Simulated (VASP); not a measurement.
InPd: relaxation of cell and atoms with PBE

InPd:

```
CELL_PARAMETERS angstrom
0.00000 2.74607 2.74607
2.74607 0.00000 2.74607
2.74607 2.74607 0.00000
ATOMIC_POSITIONS crystal
In 0.00000 0.00000 0.00000
Pd 0.50000 0.50000 0.50000
```

The cell was built by a generator and needn't be a form met in nature.

* Program: VASP 6.6.1
* Task: relaxation of cell and atoms
* Functional: PBE
* Potentials or basis: VASP PAW PBE potentials, release 64 (In_d, Pd)
* Cutoff: 600 eV
* k mesh: 8 × 8 × 8
* Occupations: fermi-dirac, width 0.05 eV
* Spin: no spin polarisation
* Target pressure: 2 GPa
* Further INCAR settings: ALGO = Fast; EDIFF = 1e-06; IBRION = 2; EDIFFG = -0.005; NSW = 40; ISIF = 3
* Target pressure: 2 GPa

- Relaxed volume: 20.31 Å³/atom
- Relaxed cell: a = 3.859 Å, b = 3.859 Å, c = 3.859 Å, α = 60.00°, β = 60.00°, γ = 60.00°
- Space group after relaxing (to 0.05 Å): Fm-3m (No. 225)
- Energy change on relaxing (the enthalpy is what falls): +2.6 meV/atom
- Ionic steps: 6
- Pressure after relaxing: 2.0 GPa
- Band gap on the k mesh: none (metal or under the smearing width)

Step by step:
| step | energy change (eV) | largest force (eV/Å) | pressure (GPa) | volume (Å³) |
| --- | --- | --- | --- | --- |
| 1 | 0.0000 | 0.0000 | 0.20 | 41.42 |
| 2 | 0.0151 | 0.0000 | 3.44 | 40.04 |
| 3 | 0.0054 | 0.0000 | 1.89 | 40.61 |
| 4 | 0.0060 | 0.0000 | 2.09 | 40.57 |
| 5 | 0.0057 | 0.0000 | 2.06 | 40.59 |
| 6 | 0.0052 | 0.0000 | 1.98 | 40.63 |

Final structure:
```xyz
2
Lattice="0.0000 2.7286 2.7286 2.7286 0.0000 2.7286 2.7286 2.7286 0.0000" Properties=species:S:1:pos:R:3 pbc="T T T"
In    2.7286    2.7286    0.0000
Pd    2.7286    2.7286    2.7286
```

Levels at points of the mesh, in eV from the Fermi level:
```csv
k point,band 8,band 9,band 10,band 11,band 12,band 13,band 14,band 15
"(0.00, 0.00, 0.00)",-2.92,-2.92,-2.66,-2.66,5.45,5.45,5.45,8.74
"(0.50, 0.00, 0.00)",-3.69,-3.69,-2.54,-2.54,-1.43,7.38,7.38,7.38
"(0.50, 0.50, 0.00)",-2.64,-2.45,-2.32,-2.32,-0.03,1.44,1.44,4.75
```

Run time: 56 s on 1 thread of AMD EPYC 9R45 96-Core Processor (Zen 5), with other jobs on the host, peak memory 0.17 GiB.

Caveat: the cell is relaxed towards a set pressure, so the enthalpy falls and the energy may rise.
